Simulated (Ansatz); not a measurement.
Crystal: BeS.

```xyz
2
Lattice="0.0000 2.4250 2.4250 2.4250 0.0000 2.4250 2.4250 2.4250 0.0000" Properties=species:S:1:pos:R:3 pbc="T T T"
S     3.6375    3.6375    3.6375
Be    0.0000    0.0000    0.0000
```

```yaml
Program: Ansatz 0.2.0
Task: relaxation of cell and atoms
Functional: RPBE
Potentials_or_basis: Ansatz PAW
Cutoff: "420 eV (not typed: the program's choice for these potentials)"
k_mesh: 9 × 9 × 9
Occupations: fermi-dirac, width 0.05 eV
Spin: no spin polarisation
```

At the start: volume 14.26 Å³/atom.

Q: Where does the relaxation end?

A: It ends after 5 steps and the volume is 14.86 Å³/atom (+4.2 %); space group F-43m (No. 216, to 0.05 Å).

Step by step:
```tsv
step	energy change (eV)	largest force (eV/Å)	volume (Å³)
1	0.0000	0.0000	28.52
2	-0.0115	0.0000	29.20
3	-0.0141	0.0000	29.69
4	-0.0141	0.0000	29.72
5	-0.0142	0.0000	29.72
```

Final structure:
```xyz
2
Lattice="0.0000 2.4585 2.4585 2.4585 0.0000 2.4585 2.4585 2.4585 0.0000" Properties=species:S:1:pos:R:3 pbc="T T T"
S     3.6878    3.6878    3.6878
Be    0.0000    0.0000    0.0000
```

Caveat: the plane-wave basis is chosen anew once the cell has moved, so the energies of steps on either side of that aren't comparable; the PAW data sets come from PBE, with cores solved anew for the run's functional, which leaves a small shift of forces and pressure.
